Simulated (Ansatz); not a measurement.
# SnO2: energy and pressure over a range of volumes

An exercise on one series of results from a longer session: the logs are not shown, and one member is left open.

Method: DFT PBE, scalar-relativistic, in Ansatz 0.2.0.

## The system as given

It takes space group P4_2/mnm (No. 136, tetragonal). Conventional cell: a = 4.737 Å, b = 4.737 Å, c = 3.186 Å, α = 90.00°, β = 90.00°, γ = 90.00°. Around Sn (site symmetry mmm) lie 6 O at 2.05 to 2.06 Å. O (site symmetry m2m) is surrounded by 3 Sn at 2.05 to 2.06 Å.

As a file:

```
CELL_PARAMETERS angstrom
4.73735 0.00000 0.00000
0.00000 4.73735 0.00000
0.00000 0.00000 3.18640
ATOMIC_POSITIONS crystal
Sn 0.00000 0.00000 0.00000
Sn 0.50000 0.50000 0.50000
O 0.30562 0.30562 0.00000
O 0.19438 0.80562 0.50000
O 0.69438 0.69438 0.00000
O 0.80562 0.19438 0.50000
```

Atoms are numbered in the order of the input: Sn1, Sn2, O3, O4, O5, O6.

Set-up of the first run:

Input file input.yaml:

```yaml
crystal:
  lattice:
    - [4.6406422521, 0.0, 0.0]
    - [0.0, 4.6406422521, 0.0]
    - [0.0, 0.0, 3.1213531768]
  atoms:
    - { symbol: Sn, position: [0.0, 0.0, 0.0] }
    - { symbol: Sn, position: [0.5, 0.5, 0.5] }
    - { symbol: O, position: [0.30562, 0.30562, 0.0] }
    - { symbol: O, position: [0.19438, 0.80562, 0.5] }
    - { symbol: O, position: [0.69438, 0.69438, 0.0] }
    - { symbol: O, position: [0.80562, 0.19438, 0.5] }
kpoints:
  mp_grid: { grid: [4, 4, 6] }
  band_path:
    path:
      - [0.0, 0.0, 0.0]
      - [0.0, 0.5, 0.0]
      - [0.5, 0.5, 0.0]
      - [0.0, 0.0, 0.0]
      - [0.0, 0.0, 0.5]
      - [0.0, 0.5, 0.5]
      - [0.5, 0.5, 0.5]
      - [0.0, 0.0, 0.5]
      - [0.0, 0.5, 0.0]
    npoints: 5
scf:
  occupations: { method: fermi_dirac, width: 0.03 }
hamiltonian:
  xc: pbe
  pseudopotentials: { kind: all_electron, lapw: { basis_error: 0.001 } }
output:
  forces: true
  stress: true
  eigenvalues: true
```

Started as:

```console
ansatz run input.yaml --threads 2 --pin off --max-ram 6144MiB --backend cpu --events-out ev --progress --plain --runs-dir out
```

Among the steps run: Volume × 0.94, LAPW; Volume × 0.94, PAW; Volume × 0.94, crystal datasets; Volume × 0.98, LAPW; Volume × 0.98, PAW; Volume × 0.98, crystal datasets; Volume × 1.01, LAPW; Volume × 1.01, PAW; Volume × 1.01, crystal datasets; Volume × 1.04, LAPW; Volume × 1.04, PAW; Volume × 1.04, crystal datasets.

One table of the session follows, with a row left open; its other results are not shown here.

| method | volume (Å³/atom) | pressure (GPa) | gap on the k mesh (eV) | largest force (eV/Å) |
| --- | --- | --- | --- | --- |
| LAPW | 11.203 | 27.28 | 2.01 | 0.265 |
| LAPW | 11.680 | 15.66 | 1.50 | 0.105 |
| LAPW | 12.038 | 8.48 | 1.14 | 0.001 |
| LAPW | 12.395 | 2.41 | 0.81 | 0.095 |
| PAW | 11.203 | 27.38 | 2.00 | 0.266 |
| PAW | 11.680 | ? | ? | ? |
| PAW | 12.038 | 8.52 | 1.14 | 0.002 |
| PAW | 12.395 | 2.43 | 0.81 | 0.092 |
| crystal datasets | 11.203 | 27.28 | 2.01 | 0.265 |
| crystal datasets | 11.680 | 15.66 | 1.50 | 0.105 |
| crystal datasets | 12.038 | 8.48 | 1.14 | 0.001 |
| crystal datasets | 12.395 | 2.40 | 0.81 | 0.095 |

Estimate the missing values for PAW, 11.680.

**Answer.** pressure (GPa): 15.74; gap on the k mesh (eV): 1.49; largest force (eV/Å): 0.107. In the column «pressure (GPa)» it lies between crystal datasets, 11.680 (15.66) and LAPW, 11.203 (27.28).

To keep in mind: Warnings in the runs' records: gradients without spin orbit, crystal datasets made.
